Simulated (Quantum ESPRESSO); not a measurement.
# W: phonons at N under several settings

```
W
1.0
    -1.58234    1.58234    1.58234
     1.58234   -1.58234    1.58234
     1.58234    1.58234   -1.58234
W
1
Direct
  0.00000 0.00000 0.00000
```

All runs used Quantum ESPRESSO 7.5; k mesh 10 × 10 × 10; relaxed cell; no spin polarisation; cutoff 762 eV; occupations cold, width 0.2 eV.

```tsv
level	potentials	volume (Å³/atom)	pressure (GPa)	frequencies (cm⁻¹)
PBE	GBRV 1.5 PBE	16.15	0.0	128 138 217
PBEsol	GBRV 1.5 PBEsol	15.72	0.0	135 141 225
WC	GBRV 1.5 PBE	15.83	0.0	133 140 223
BLYP	GBRV 1.5 PBE	16.73	0.1	112 132 200
PW91	GBRV 1.5 PBE	16.17	0.0	125 137 215
vdW-DF-cx	GBRV 1.5 PBE	?	0.0	?
```

**Question.** What stands in the row left open?

**Answer.** Volume 15.77 Å³/atom; frequencies 135 141 225 cm⁻¹.

Caveats: the mesh is thin for the phonons of a metal; the potentials were made for another functional, which shifts forces and pressure (some runs).

For the row left open. Caveat: the mesh is thin for the phonons of a metal; the potentials were made for another functional, which shifts forces and pressure.
